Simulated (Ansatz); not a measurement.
What does this script print? It uses Ansatz's Python interface.

Script `plus_u.py`:
```python
# -*- coding: utf-8 -*-
"""DFT+U scan for IrO2."""

import logging
import sys

import ansatz as az
import numpy as np
from tabulate import tabulate

logging.basicConfig(stream=sys.stdout, format="[%(levelname)s] %(message)s")
log = logging.getLogger("calc")
log.setLevel(logging.INFO)


def count_gap(report):
    # lowest empty less highest filled band, counting bands; zero where they overlap
    return max(report.get("gap_by_band_count_ev") or 0.0, 0.0)

crystal = (
    az.Lattice.from_parameters(4.5051, 4.5051, 3.1586, alpha=90, beta=90, gamma=90)
    .space_group(136, hermann_mauguin="P42/mnm")
    .atom("Ir", (0.0, 0.0, 0.0))
    .atom("O", (0.3077, 0.3077, 0.0))
)

calc = (
    crystal.calculation()
    .kpoints(6, 6, 8)
    .occupations("methfessel_paxton", width=0.1)
    .scf(tolerance=1e-09)
    .functional(az.Functional.PBE)
    .band_table()
)
rows = []
for u in [1.0, 3.0, 5.0, 7.0]:
    data = calc.hubbard("Ir", "d", u_eff=u).run().report
    shell = data["hubbard"]["n_scf"]
    rows.append((u, count_gap(data), sum(shell) / len(shell), data["n_iterations"]))
print(tabulate(rows, headers=["U_eff eV", "gap by band count eV", "Ir d occupation (projector)", "iterations"], floatfmt=".4f", tablefmt="pipe"))
log.info("eigenvalues of the first occupation matrix at the last U, by spin:")
for channel in data["hubbard"]["n_eig"][0]:
    print("  ", " ".join(f"{n:.3f}" for n in channel))
```

```console
$ python plus_u.py
DeckWarning: basis.ecutwfc = 420 eV, auto-derived from the records' recommended cutoffs: set by Ir (normal level)
|   U_eff eV |   gap by band count eV |   Ir d occupation (projector) |   iterations |
|-----------:|-----------------------:|------------------------------:|-------------:|
|     1.0000 |                 0.0000 |                        7.0795 |           10 |
|     3.0000 |                 0.0000 |                        7.0952 |           10 |
|     5.0000 |                 0.0000 |                        7.1071 |           10 |
|     7.0000 |                 0.0000 |                        7.1145 |           10 |
[INFO] eigenvalues of the first occupation matrix at the last U, by spin:
   0.376 0.399 0.867 0.931 0.985
```
(Warnings from the package without file and line.)

Reading the output:
- No spin polarisation was allowed.
- The mesh is modest for a metal, so energies can be off by several to tens of meV an atom and pressures by half a GPa or more; differences at equal mesh fare better.
- A gap by band count of zero or less means overlapping bands, a metal.
- A Hubbard U without spin forces both spins into the same orbitals, which can open a gap or pick a state that a spin-polarised run wouldn't.
- The structure is a deposited one; some such entries were measured under pressure or heat, so a shift against it needn't be the functional's error alone.
- Levels are Kohn-Sham eigenvalues on this mesh, without spin-orbit coupling.
- Shell occupations and the effect of U depend on the projectors; a run with no .spin step is spin-unpolarised, and each U may end in a state that isn't the lowest.
- Wall time of the script: 24 s on 1 thread of Intel(R) Xeon(R) Processor @ 2.30GHz (shared host), peak memory 0.57 GiB.
